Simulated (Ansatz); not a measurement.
An Ansatz (a quantum-chemistry and plane-wave program) run: LiI with a change (biaxial strain +1.46 %, plane normal [111], relaxed out of plane); r2SCAN (Ansatz; PAW; 500 eV plane waves; scalar-relativistic without spin-orbit coupling).

Input:

Ansatz 0.2 input:
```yaml
crystal:
  lattice:
    - [4.3176315292, 0, 0]
    - [2.1588157646, 3.7391785885, 0]
    - [2.1588157646, -1.2463928628, 3.4492375933]
  atoms:
    - { symbol: I, position: [0, 0, 0] }
    - { symbol: Li, position: [0, 0.5, 0.5] }
basis: { ecutwfc: 500, ecutrho_ratio: 4, xc_grid: 4, fft_grid_basis: typed }
kpoints: { mp_grid: { grid: [10, 10, 10] } }
hamiltonian:
  xc: r2scan
  dispersion: none
  pseudopotentials: { kind: paw }
scf: { occupations: { method: fermi_dirac, width: 0.05 } }
relax: { f_tol: 0.005, max_steps: 50, cell: { stress_tol: 0.01, fix: [a, b, gamma] } }
output: { forces: true, stress: true }
checkpoint: { write: state.ck, write_every: 1000 }
```

Output (explanatory and most iteration lines left out):

```
Relaxation: its limit of steps is 50 (relax.max_steps)
Pseudopotential: I, paw, valence charge 17
Pseudopotential: Li, paw, valence charge 3
Crystal: 2 atoms, lattice volume = 55.686 Å³
Basis set: ecut = 500 eV, 1423 PW (Γ), exchange–correlation on 128×128×128 points (64 copies of the dense FFT grid, shifted against one another)
Bands: 14, of which v1, the nominal top of the filled ones, is band 10 counted from 1 (9 counted from 0)
Symmetry: 12 space group operations
Space group: R-3m (ITA 166), of the structure as read, at distance tolerance 3.8e-5 Å
k-points: 116 of 1000
Functional: x = r2scan, c = r2scan; τ floored in thin density (d = 2e-4 eV/Å³)
SCF iter   1: F=—  HF=-7735.874263 eV  |F-HF|=—  |Δ(HF+E_count)|=         —  Δρ=2.35e-3  dr2=2.10e-3  dr2_τ=5.10e-4  ethr=1.77e-3  ⟨swp⟩=6.1  Hψ=10026  notcnv=0
SCF iter   2: F=—  HF=-7735.888078 eV  |F-HF|=—  |Δ(HF+E_count)|=   1.38e-2  Δρ=1.12e-3  dr2=5.28e-4  dr2_τ=1.48e-5  ethr=1.05e-5  ⟨swp⟩=2.5  Hψ=4256  notcnv=0
SCF 1 converged in 6 iterations: F = -7735.888289 eV  dr2 = 5.29e-10
relax step   1: F+E_penalty+E_count = -7735.88828895 eV  Δ(F+E_penalty+E_count) = +0.000e0 eV  max|allowed force component| = 4.142e-30 eV/Å  Δτ_max = 0.0000 Å  P = -0.419 GPa  Ω = 55.686 Å³  fix = [a, b, gamma]  reactions: a -0.631, b -0.631 GPa  (6 SCF iters, dr2 threshold 1.00e-7 eV, accepted)
Crystal: 2 atoms, lattice volume = 55.686 Å³
SCF iter   1: F=—  HF=-7735.888288 eV  |F-HF|=—  |Δ(HF+E_count)|=         —  Δρ=3.30e-6  dr2=7.73e-9  dr2_τ=1.57e-10  ethr=1.15e-6  ⟨swp⟩=2.7  Hψ=13857  notcnv=0
SCF iter   2: F=—  HF=-7735.888289 eV  |F-HF|=—  |Δ(HF+E_count)|=   5.63e-7  Δρ=2.14e-6  dr2=4.36e-9  dr2_τ=5.05e-11  ethr=3.86e-11  ⟨swp⟩=3.1  Hψ=3915  notcnv=0
SCF 2 converged in 9 iterations: F = -7735.888289 eV  dr2 = 1.60e-14
SCF converged after 9 iterations
Free energy (F): -7735.888289 eV
Internal energy: -7735.888289 eV  (E = F + TS)
E sigma→0 (E₀):  -7735.888289 eV
Fermi energy:    6.109587 eV
--- Forces (eV/Å), atoms counted from 1 ---
  atom   1  I     -0.00000000     0.00000000     0.00000000
  atom   2  Li    -0.00000000     0.00000000     0.00000000
--- Stress (GPa, compression-positive) ---
       -0.631434       0.000000       0.000000
        0.000000      -0.631434       0.000000
        0.000000       0.000000       0.005539
  P = ⅓ Tr σ = -0.4191 GPa (-4.191 kbar)
--- Relaxed structure (1 steps of the walk, 1 accepted, 1 SCFs on fresh bases) ---
  cell:  # Å, volume = 55.6859 Å³
    - [4.31763152921856, 0.0, 0.0]
    - [2.15881576460928, 3.739178588483927, -1.8067610949190734e-11]
    - [2.15881576460928, -1.2463928628113088, 3.4492375933060226]
  atoms:
    - { symbol: I, position: [0.0, 0.0, 0.0] }
    - { symbol: Li, position: [5.551115123125783e-17, 0.4999999999999999, 0.4999999999999999] }
```

Spin-orbit coupling, missing from the scalar runs, can matter with I. No phonon test of stability was made. The cell was made from LiI in the rock salt structure (space group Fm-3m, No. 225) by this change: biaxial strain +1.46 %, plane normal [111], relaxed out of plane.
